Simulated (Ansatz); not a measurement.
Runs of Ansatz 0.2.0 on HfN. Symmetry: Fm-3m, No. 225, cubic system. Conventional cell: a = 4.512 Å, b = 4.512 Å, c = 4.512 Å, α = 90.00°, β = 90.00°, γ = 90.00°. Hf (site symmetry m-3m) has 6 N at 2.26 Å as nearest neighbours. N (site symmetry m-3m) is surrounded by 6 Hf at 2.26 Å. 

```tsv
level	U	gap on the mesh (eV)	pressure (GPa)
PBEsol	-	none	(a)
PBEsol+U	Hf d U = 2 eV	none	0.9
PBEsol+U	Hf d U = 8 eV	none	11.0
PBEsol+U	Hf d U = 4 eV	none	4.0
PBEsol+U	Hf d U = 6 eV	none	(b)
```

Alike in all rows: task density of states; potentials or basis all-electron LAPW, scalar-relativistic; no spin polarisation; cell as given; k mesh 10 × 10 × 10; cutoff (eV) 343; smearing fermi-dirac 0.05 eV; basis error allowed 0.001 eV/atom.

Q: Estimate the missing entries.

A: (a) -1.9; (b) 7.3.

Caveats: U is the effective U less J, on atomic orbitals that reach past the spheres (some runs); U without spin polarisation on a metal has little footing (some runs).

A k mesh can miss the band edges, and the runs leave out spin-orbit coupling on Hf.

A gap of «none» marks a metal or a gap under the smearing width.
